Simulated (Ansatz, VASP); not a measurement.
## SiC in VASP and in Ansatz

File INCAR:

```
SYSTEM = SiC
PREC = Accurate
ENCUT = 520
EDIFF = 1E-6
ISMEAR = 0
SIGMA = 0.05
LREAL = .False.
LASPH = .True.
NELM = 60
ALGO = Normal
ISIF = 2
LWAVE = .False.
LCHARG = .True.
GGA = PE
LELF = .True.
LVHAR = .True.
NBANDS = 26
```

The input KPOINTS:

```
regular mesh
0
Gamma
  12 12 4
  0 0 0
```

Contents of POSCAR:

```
SiC
1.0
    3.0941201807      0.0000000000      0.0000000000
   -1.5470600903      2.6795866789      0.0000000000
    0.0000000000      0.0000000000     10.1293391985
Si C
4 4
Direct
    0.6666666667      0.3333333333      0.9378441878
    0.3333333333      0.6666666667      0.4378441878
    0.0000000000      0.0000000000      0.6878995565
    0.0000000000      0.0000000000      0.1878995565
    0.6666666667      0.3333333333      0.7584457192
    0.3333333333      0.6666666667      0.2584457192
    0.0000000000      0.0000000000      0.5090860831
    0.0000000000      0.0000000000      0.0090860831
```

Input for Ansatz:

```yaml
crystal:
  lattice:
    - [3.0941201807, 0.0, 0.0]
    - [-1.5470600903, 2.6795866789, 0.0]
    - [0.0, 0.0, 10.1293391985]
  atoms:
    - { symbol: Si, position: [0.6666666667, 0.3333333333, 0.9378441878] }
    - { symbol: Si, position: [0.3333333333, 0.6666666667, 0.4378441878] }
    - { symbol: Si, position: [0.0, 0.0, 0.6878995565] }
    - { symbol: Si, position: [0.0, 0.0, 0.1878995565] }
    - { symbol: C, position: [0.6666666667, 0.3333333333, 0.7584457192] }
    - { symbol: C, position: [0.3333333333, 0.6666666667, 0.2584457192] }
    - { symbol: C, position: [0.0, 0.0, 0.5090860831] }
    - { symbol: C, position: [0.0, 0.0, 0.0090860831] }
basis:
  ecutwfc: 420
kpoints:
  mp_grid: { grid: [12, 12, 4] }
hamiltonian:
  xc: pbe
scf:
  occupations: { method: gaussian, width: 0.05 }
output:
  forces: true
  stress: true
  eigenvalues: true
```

Change from the starting cell: all C atoms moved +0.087 Å, as atom 5 along Cartesian [0 0 1].

Alike in both runs: task single point; functional PBE; k mesh 12 × 12 × 4; occupations gaussian, width 0.05 eV; no spin polarisation.

|  | VASP | Ansatz |
| --- | --- | --- |
| version | VASP 6.6.1 | Ansatz 0.2.0 |
| potentials or method | VASP PAW PBE potentials, release 64 (Si, C) | scalar-relativistic, plane waves, PAW |
| plane-wave cutoff (eV) | 520 | 420 |
| valence electrons in the cell | 32 | 32 |

|  | VASP | Ansatz | Ansatz less VASP |
| --- | --- | --- | --- |
| gap on the k mesh at the Fermi level (eV) | 1.90 | 1.90 | +0.001 |
| least direct gap on the mesh (eV) | 2.98 | 2.98 | +0.001 |
| pressure (GPa) | 0.8 | 0.9 | +0.05 |
| largest component of the traceless stress (GPa) | 7.46 | 7.46 | +0.007 |
| rms of the force components (eV/Å) | 1.086 | 1.086 | +0.0007 |

Atom by atom the forces differ by 0.001 eV/Å (rms over components). With one functional, cell and mesh, what is left measures potentials, basis and numerics.

Caveats: forces of over 1 eV/Å show positions far from the minimum, so gaps and moduli don't describe the material at rest. A k mesh can miss the band edges.
